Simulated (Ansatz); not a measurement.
**A convergence test on BeTe (F-43m): k mesh of the hybrid**

Aim: see how gap, energy and time of BeTe (F-43m) follow the k mesh of the hybrid.

Main program and level: Ansatz 0.2.0; DFT, HSE06, plane waves, PAW; PAW set soft_1.

Most raw output is cut from this account.

### Step 1. Set-up

Symmetry: F-43m, No. 216, cubic system. The conventional cell has a = 5.663 Å, b = 5.663 Å, c = 5.663 Å, α = 90.00°, β = 90.00°, γ = 90.00°. Be has 4 Te at 2.45 Å nearest. Nearest to Te lie 4 Be at 2.45 Å. Farther neighbours and most contacts between anions are not listed.

The cell and positions are those that the Materials Project relaxed with its own functionals (PBE, PBE+U or r2SCAN), kept fixed. Spin-orbit coupling is left out unless a step names it.

### Step 2. k mesh of the hybrid: 2×2×2

Contents of input.yaml:

```yaml
crystal:
  lattice:
    - [0.0, 2.8314587876, 2.8314587876]
    - [2.8314587876, 0.0, 2.8314587876]
    - [2.8314587876, 2.8314587876, 0.0]
  atoms:
    - { symbol: Be, position: [0.0, 0.0, 0.0] }
    - { symbol: Te, position: [0.75, 0.75, 0.75] }
kpoints:
  mp_grid: { grid: [2, 2, 2] }
  band_path:
    path:
      - [0.0, 0.0, 0.0]
      - [-0.5, -0.5, 0.0]
      - [-0.375, -0.375, 0.25]
      - [-0.375, 0.0, 0.375]
      - [0.0, 0.0, 0.5]
      - [-0.5, -0.25, 0.25]
    npoints: 1
hamiltonian:
  xc: hse06
  pseudopotentials: { kind: paw, azcp: { folder: soft_1 } }
scf:
  occupations: { method: fixed }
  n_extra_bands: 4
output:
  eigenvalues: true
```

Command:

```console
$ ansatz run input.yaml --threads 3 --pin off --max-ram 92160MiB --backend cuda --events-out ev --progress --plain --runs-dir out --devices 1 --max-vram 13GiB
```

Elapsed: 12 s, on 1 × NVIDIA H100 80GB HBM3 (shared by 6 runs) with 3 threads of AMD EPYC 7R13 (Zen 3), shared host; peak memory 0.99 GiB; 9.1 s of CPU time.

Numbers from this step:

```yaml
gap: 2.855 eV
valence_top_at: Γ
conduction_bottom_at: X
least_direct_gap: 4.570 eV
exact_exchange_fraction: 0.25
```

The gap is indirect, with the least direct gap 1.72 eV higher.

### Step 3. k mesh of the hybrid: 4×4×4

Changes to input.yaml since step 2:

```diff
@@ -9,3 +9,3 @@
 kpoints:
-  mp_grid: { grid: [2, 2, 2] }
+  mp_grid: { grid: [4, 4, 4] }
   band_path:
```

Elapsed: 15 s, on 1 × NVIDIA H100 80GB HBM3 (shared by 6 runs) with 3 threads; peak memory 1 GiB.

Numbers from this step:

- gap: 2.715 eV
- valence top at: Γ
- conduction bottom at: X
- least direct gap: 4.491 eV

The gap is 2.715 eV, −0.140 eV from the run before at this level.

### Step 4. k mesh of the hybrid: 6×6×6

Changes to input.yaml since step 3:

```diff
@@ -9,3 +9,3 @@
 kpoints:
-  mp_grid: { grid: [4, 4, 4] }
+  mp_grid: { grid: [6, 6, 6] }
   band_path:
```

Run time: 23 s. Hardware: 1 × NVIDIA H100 80GB HBM3 (shared by 6 runs) with 3 threads; peak memory 1.1 GiB.

This step gave:

- gap: 2.701 eV
- valence top at: Γ
- conduction bottom at: X
- least direct gap: 4.484 eV

The gap is 2.701 eV, −0.014 eV from the run before at this level.

### Step 5. The series

Differences are against the last row; a negative gap means that bands overlap, and a run with a band path holds that path's time. Times are wall times on 1 × NVIDIA H100 80GB HBM3 (shared by 6 runs) with 3 threads of AMD EPYC 7R13 (Zen 3), shared host, good to a factor of about two.

| k mesh of the hybrid | gap (eV) | direct gap (eV) | gap error (eV) | energy error (meV/atom) | irreducible k | time |
| --- | --- | --- | --- | --- | --- | --- |
| 2×2×2 | 2.855 | 4.570 | +0.154 | +820.3 | 3 | 12 s |
| 4×4×4 | 2.715 | 4.491 | +0.014 | +32.9 | 8 | 15 s |
| 6×6×6 | 2.701 | 4.484 | +0.000 | +0.0 | 16 | 23 s |

### Step 6. What came out

| Property | Result |
| --- | --- |
| 2×2×2 | 2.855 eV |
| 4×4×4 | 2.715 eV |
| 6×6×6 | 2.701 eV |

**Reading.** The gap holds to 0.02 eV from 4×4×4 on. At 2×2×2 the gap is off by +0.154 eV and the energy by +820 meV/atom. The gap is read over the mesh and added points near the edges, so meshes differ mainly through the density and, for a hybrid, the exchange operator.

[Paths, hosts, dates, memory and timing lines, banners, echoed tables and standing remarks are left out of the program output.]

[Logs are printed without paths, hosts, clocks, repeated set-up lines and the standing remarks that a program may print on its own settings, such as how far it seeks lower states.]

[Runs of the session that timed out or met a known fault of the program may be left out.]

[Cells called generated may have been cut or substituted from an entry of the Crystallography Open Database or the Materials Project.]

[Hosts, paths, dates, database ids (printed as entryN), source tags and the programs' standing remarks are cut or masked in the printed files.]
